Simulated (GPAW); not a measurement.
**Quasiparticle gap of LiF (Griceite) in GPAW**

Wanted: ground state, empty states, screening and self-energy for LiF (Griceite).

Calculated with GPAW 26.7.0; PBE and many-body steps on it, plane waves.

This is a report of a sequence of runs, with most program output left out.

## Step 1: The structure

It takes space group Fm-3m (No. 225, cubic). Conventional cell: a = 4.028 Å, b = 4.028 Å, c = 4.028 Å, α = 90.00°, β = 90.00°, γ = 90.00°. Nearest to Li lie 6 F at 2.01 Å. Nearest to F lie 6 Li at 2.01 Å. Farther neighbours and most contacts between anions are not listed.

As a file:

```
Li F
1.0
     0.00000    2.01400    2.01400
     2.01400    0.00000    2.01400
     2.01400    2.01400    0.00000
Li F
1 1
Direct
  0.00000 0.00000 0.00000
  0.50000 0.50000 0.50000
```

The cell and positions come from the Crystallography Open Database and are kept as given unless a step says otherwise.

## Step 2: Ground state

This step: GPAW 26.7.0; DFT, PBE, plane waves, PAW.

The ground-state density comes first.

The input, run.py:

```python
import json
import numpy as np
from gpaw.mpi import world
from ase import Atoms
from gpaw import GPAW, PW, FermiDirac

atoms = Atoms(['Li', 'F'],
    cell=[[0.0000000000, 2.0140000000, 2.0140000000],
      [2.0140000000, 0.0000000000, 2.0140000000],
      [2.0140000000, 2.0140000000, 0.0000000000]],
    scaled_positions=[[0.0000000000, 0.0000000000, 0.0000000000],
      [0.5000000000, 0.5000000000, 0.5000000000]],
    pbc=(True, True, True))
calc = GPAW(mode=PW(600),
    xc='PBE',
    kpts={'size': (10, 10, 10), 'gamma': True},
    occupations=FermiDirac(0.001),
    nbands=-7,
    convergence={'density': 1e-6, 'bands': -3},
    maxiter=100,
    txt='gs.txt')
atoms.calc = calc
res = {'energy': atoms.get_potential_energy()}
kpts = calc.get_ibz_k_points()
res['kpts'] = kpts
res['eigenvalues'] = [calc.get_eigenvalues(kpt=k) for k in range(len(kpts))]
res['n_electrons'] = calc.get_number_of_electrons()
calc.write('gs.gpw')

if world.rank == 0:
    with open('result.json', 'w') as f:
        json.dump(res, f, default=lambda x: x.tolist())
```

The run is started by

```sh
$ mpirun -n 4 gpaw python run.py
```

Wall time 4.3 s (4 MPI ranks of Arm Neoverse V2, shared host); peak memory 0.58 GiB; 17 s of CPU time.

This step gave:

* total energy: -9.504 eV
* gap: 9.070 eV
* k of the valence top: 0, 0, 0
* k of the conduction bottom: 0, 0, 0
* least direct gap: 9.070 eV

The gap is direct, at Γ.

## Step 3: Bands along the symmetry lines

Levels along a band path, at the cheap level, show where the edges lie and whether the meshes to come will hold them.

The input, run.py:

```python
import json
import numpy as np
from gpaw.mpi import world
from gpaw import GPAW

path = [[0.000000, 0.000000, 0.000000],
    [0.062500, 0.000000, 0.062500],
    [0.125000, 0.000000, 0.125000],
    [0.187500, 0.000000, 0.187500],
    [0.250000, 0.000000, 0.250000],
    [0.312500, 0.000000, 0.312500],
    [0.375000, 0.000000, 0.375000],
    [0.437500, 0.000000, 0.437500],
    [0.500000, 0.000000, 0.500000],
    [0.515625, 0.031250, 0.515625],
    [0.531250, 0.062500, 0.531250],
    [0.546875, 0.093750, 0.546875],
    [0.562500, 0.125000, 0.562500],
    [0.578125, 0.156250, 0.578125],
    [0.593750, 0.187500, 0.593750],
    [0.609375, 0.218750, 0.609375],
    [0.625000, 0.250000, 0.625000],
    [0.375000, 0.375000, 0.750000],
    [0.328125, 0.328125, 0.656250],
    [0.281250, 0.281250, 0.562500],
    [0.234375, 0.234375, 0.468750],
    [0.187500, 0.187500, 0.375000],
    [0.140625, 0.140625, 0.281250],
    [0.093750, 0.093750, 0.187500],
    [0.046875, 0.046875, 0.093750],
    [0.000000, 0.000000, 0.000000],
    [0.062500, 0.062500, 0.062500],
    [0.125000, 0.125000, 0.125000],
    [0.187500, 0.187500, 0.187500],
    [0.250000, 0.250000, 0.250000],
    [0.312500, 0.312500, 0.312500],
    [0.375000, 0.375000, 0.375000],
    [0.437500, 0.437500, 0.437500],
    [0.500000, 0.500000, 0.500000],
    [0.500000, 0.468750, 0.531250],
    [0.500000, 0.437500, 0.562500],
    [0.500000, 0.406250, 0.593750],
    [0.500000, 0.375000, 0.625000],
    [0.500000, 0.343750, 0.656250],
    [0.500000, 0.312500, 0.687500],
    [0.500000, 0.281250, 0.718750],
    [0.500000, 0.250000, 0.750000],
    [0.500000, 0.218750, 0.718750],
    [0.500000, 0.187500, 0.687500],
    [0.500000, 0.156250, 0.656250],
    [0.500000, 0.125000, 0.625000],
    [0.500000, 0.093750, 0.593750],
    [0.500000, 0.062500, 0.562500],
    [0.500000, 0.031250, 0.531250],
    [0.500000, 0.000000, 0.500000]]
calc = GPAW('gs.gpw').fixed_density(kpts=path,
    symmetry='off',
    nbands=14,
    convergence={'bands': 10},
    txt='bands.txt')
res = {}
kpts = calc.get_ibz_k_points()
res['kpts'] = kpts
res['eigenvalues'] = [calc.get_eigenvalues(kpt=k) for k in range(len(kpts))]
res['n_electrons'] = calc.get_number_of_electrons()

if world.rank == 0:
    with open('result.json', 'w') as f:
        json.dump(res, f, default=lambda x: x.tolist())
```

The run is started by

```sh
$ mpirun -n 4 gpaw python run.py
```

The job ended after 3.9 s (4 MPI ranks; peak memory 0.51 GiB).

Numbers from this step:

```yaml
gap: 9.068 eV
k_of_the_valence_top: 0.0469, 0.0469, 0.0938
k_of_the_conduction_bottom: 0, 0, 0
least_direct_gap: 9.070 eV
```

The gap is 9.068 eV, −0.002 eV from the run before at this level.

The electronic bands at the labelled points (eV, zero at the top of the highest filled band; v1 is the highest filled band, c1 the lowest empty one):

```csv
point,v4,v3,v2,v1,c1,c2,c3,c4
Γ,-20.03,0.00,0.00,0.00,9.07,24.20,24.20,24.20
halfway,-19.71,-1.43,-0.51,-0.51,11.41,18.85,19.80,20.73
X,-19.30,-3.01,-1.00,-1.00,14.83,16.57,17.45,20.33
halfway,-19.31,-2.88,-1.18,-0.93,14.85,15.88,17.69,20.15
U,-19.34,-2.50,-1.57,-0.73,14.52,14.93,18.43,19.75
jump to K,-19.34,-2.50,-1.57,-0.73,14.52,14.93,18.43,19.75
halfway,-19.70,-1.51,-0.76,-0.08,11.08,17.02,19.99,20.28
Γ,-20.03,0.00,0.00,0.00,9.07,24.20,24.20,24.20
halfway,-19.80,-1.38,-0.11,-0.11,10.33,18.00,20.67,20.67
L,-19.56,-2.53,-0.22,-0.22,10.77,16.77,18.97,18.97
halfway,-19.44,-2.34,-1.23,-0.48,12.53,15.78,19.03,19.20
W,-19.32,-2.08,-2.08,-0.80,15.09,15.09,17.49,19.25
halfway,-19.31,-2.75,-1.34,-0.90,14.87,15.78,17.47,19.78
X,-19.30,-3.01,-1.00,-1.00,14.83,16.57,17.45,20.33
```

## Step 4: Empty states on the mesh, 6×6×6 mesh, 61 bands

The sums over transitions need many empty states on a uniform mesh; this step solves for them.

The input, run.py:

```python
import json
import numpy as np
from gpaw.mpi import world
from gpaw import GPAW

calc = GPAW('gs.gpw').fixed_density(kpts={'size': (6, 6, 6), 'gamma': True},
    parallel={'domain': 1, 'band': 1},
    txt='nscf.txt')
calc.diagonalize_full_hamiltonian(nbands=61)
calc.write('full.gpw', mode='all')
res = {}
kpts = calc.get_ibz_k_points()
res['kpts'] = kpts
res['eigenvalues'] = [calc.get_eigenvalues(kpt=k) for k in range(len(kpts))]
res['n_electrons'] = calc.get_number_of_electrons()

if world.rank == 0:
    with open('result.json', 'w') as f:
        json.dump(res, f, default=lambda x: x.tolist())
```

The run is started by

```sh
$ mpirun -n 4 gpaw python run.py
```

Wall time 3.9 s (4 MPI ranks); peak memory 0.52 GiB.

This step gave:

```yaml
gap: 9.070 eV
k_of_the_valence_top: 0, 0, 0
k_of_the_conduction_bottom: 0, 0, 0
least_direct_gap: 9.070 eV
k_points_computed: 16
lowest_point_of_the_top_converged_band_above_the_valence_top: 121.4282 eV
```

On this mesh the gap is 9.070 eV.

## Step 5: Screening and self-energy, 6×6×6 mesh, 51 bands, screening to 125 eV

Now the one-shot GW correction: screening in the RPA, then the self-energy of the levels asked for.

This step: G0W0 on PBE, plane waves, PAW.

The input, run.py:

```python
import json
import numpy as np
from gpaw.mpi import world
from gpaw.response.g0w0 import G0W0

gw = G0W0('full.gpw',
    filename='gw',
    kpts=[0],
    bands=(2, 6),
    ecut=125,
    nbands=51,
    integrate_gamma='WS',
    ppa=True)
gw.calculate()
res = {mode: {k: v for k, v in r.items() if k != 'sigma_eskwn'}
       for mode, r in gw.all_results.items()}

if world.rank == 0:
    with open('result.json', 'w') as f:
        json.dump(res, f, default=lambda x: x.tolist())
```

The run is started by

```sh
$ mpirun -n 4 gpaw python run.py
```

Elapsed: 16 s, on 4 MPI ranks; peak memory 0.89 GiB; 64 s of CPU time.

This step gave:

```
G0W0 gap on the points computed              : 13.21 eV
least direct G0W0 gap on the computed points : 13.21 eV
Z at the valence top                         : 0.8236
Z at the conduction bottom                   : 0.8923
starting gap on the mesh                     : 9.070 eV
k of the valence top                         : 0, 0, 0
k of the conduction bottom                   : 0, 0, 0
```

The gap on the mesh goes from 9.07 eV to 13.21 eV, a correction of +4.14 eV.

Limits: finite bands, cutoff and mesh. v1 is the top filled band, c1 the lowest empty one. Levels before and after the correction, in eV, zero at the valence-band top of each column:

```
           conduction bottom  valence top
Kohn-Sham               9.07         0.00
     G0W0              13.21         0.00
```

```csv
,level,energy (eV)
Kohn-Sham,Γ v2-v1,0.000
Kohn-Sham,Γ c1,9.070
Kohn-Sham,Γ c2,24.204
G0W0,Γ v2-v1,0.000
G0W0,Γ c1,13.213
G0W0,Γ c2,28.945
```

## Step 6: Where the time went

Times are wall times on 4 MPI ranks of Arm Neoverse V2, shared host, good to a factor of about two.

| step | time | share | memory (GiB) |
| --- | --- | --- | --- |
| ground state | 4.3 s | 15 % | 0.58 |
| bands along the symmetry lines | 3.9 s | 14 % | 0.51 |
| empty states on the mesh | 3.9 s | 14 % | 0.52 |
| screening and self-energy | 16 s | 57 % | 0.89 |

## Step 7: Results

```
PBE gap              : 9.07 eV, indirect (only 2 meV under the direct gap)
G0W0 gap on the mesh : 13.21 eV
GW settings          : 6×6×6 mesh, 51 bands, screening to 125 eV, Godby-Needs plasmon pole
known limits         : not at the basis limit
```

In words: G0W0 moves the gap on the mesh from 9.07 eV to 13.21 eV (+4.14 eV), with Z of 0.82 and 0.89 at the edges. Only 1 of the mesh's irreducible points was corrected, so a valley elsewhere could overtake. The dearest step here is «screening and self-energy». Bands and cutoff are finite, so the gap is not at the basis limit. The miss can reach some tenths of an eV and take either sign; the mesh is an error of its own. These stock PAW sets were not made for GW. In the G0W0 run levels were corrected at 1 k point alone, so a gap called «on the mesh» is the least over those, and an edge elsewhere would be missed.

[Paths, hosts, dates, memory and timing lines, banners, echoed tables and standing remarks are left out of the program output.]

[Logs are printed without paths, hosts, clocks, repeated set-up lines and the standing remarks that a program may print on its own settings, such as how far it seeks lower states.]

[Runs of the session that timed out or met a known fault of the program may be left out.]

[Hosts, paths, dates, database ids (printed as entryN), source tags and the programs' standing remarks are cut or masked in the printed files.]
